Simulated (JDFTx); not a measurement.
## TePt under changes of volume

One of the cells (22.276 Å³/atom); the others are scaled copies at fixed shape and fractional positions:

```
Pt Te
1.0
     4.26288    0.00000    0.00000
    -2.13144    3.69176    0.00000
     0.00000    0.00000    5.66177
Pt Te
2 2
Direct
  0.00000 0.00000 0.00000
  0.00000 0.00000 0.50000
  0.33333 0.66667 0.25000
  0.66667 0.33333 0.75000
```

Measurements of this composition are mostly on another form, of space group No. 166.

| Item | Value |
| --- | --- |
| Program | JDFTx 1.7.0 (patched build) |
| Functional | PBEsol |
| Potentials or basis | PseudoDojo-SR-PBEsol-0.4.1-standard with smoothed tails |
| Cutoff | 1143 eV |
| Density cutoff | 9143 eV |
| k mesh | 7 × 7 × 5 |
| Occupations | fermi-dirac, width 0.05 eV |
| Spin | no spin polarisation |

```csv
volume (Å³/atom),energy over the lowest point (meV/atom),pressure (GPa)
20.939,5.72,3.6
21.385,0.00,0.5
21.830,2.40,-2.2
22.276,11.94,-4.6
22.721,?,?
23.167,49.14,-8.6
23.612,75.36,-10.3
```

Task: What does the run at 22.721 Å³/atom give?

Result: Energy over the lowest point 27.78 meV/atom; pressure -6.7 GPa.

Worked out: A Birch-Murnaghan fit of order 3 (a polynomial in V^(-2/3)) to the other rows has its minimum at 21.47 Å³/atom with B0 = V·E''(V) = 137 GPa and B' = 5.1 at fixed shape and positions, which overstates the stiffness. It gives 27.75 meV/atom at 22.721 Å³/atom, against the run's 27.78, and -dE/dV = -6.7 GPa, against -6.7.

Energies are extrapolated to zero smearing.
